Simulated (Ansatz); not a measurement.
Given:

Starting cell, InN (wurtzite):

```xyz
4
Lattice="3.5369 0.0000 0.0000 -1.7685 3.0631 0.0000 0.0000 0.0000 5.7136" Properties=species:S:1:pos:R:3 pbc="T T T"
In     1.7685     1.0210     0.0116
In     0.0000     2.0420     2.8684
N      1.7685     1.0210     3.5605
N      0.0000     2.0420     0.7037
```

Scan: atom 1 (In, nearest neighbour N at 2.156 Å; its periodic images, 3.5 Å or more away, move with it) is displaced along Cartesian z, direction (0.000, 0.000, 1.000) in Cartesian axes, by s. The other atoms stay.

All values below come from PBEsol (plane waves to 420 eV, PAW, scalar-relativistic; Ansatz, a first-principles code). k mesh 9×9×5 (Γ-centred), Fermi-Dirac smearing 0.05 eV. The energy includes the smearing's −TS. Left out: 1 of 11 points, with atoms too close for the PAW data. With partly filled bands, energies and forces of such displacements shift with the k mesh and the smearing. At this level the bands of InN touch or barely overlap; measurements give the solid a gap. InN was relaxed with its symmetry unable to fall. The zero of ΔE is the undisplaced structure.

The scan covers s from -0.520 to 0.650 Å in 10 points.

Problem. Is the energy the same for displacements of ±0.520 Å, and if not, which side lies higher?

Solution. Not even: the negative side lies higher at ±0.520 Å. With its periodic images moving along, the atom's site symmetry in this cell is 3m..

Problem. What force acts on the atom along the line at s = -0.520 Å?

Solution. 21.9 eV/Å.

Problem. What is the energy change at s = 0.650 Å?

Solution. 1450 meV/cell.

Problem. What is the force constant k = d²E/ds² of this move at s = 0?

Solution. 14.9 eV/Å².

(A displaced cell: forces are minus the slopes of the energy, force constants its curvatures, and phonons follow from these.)
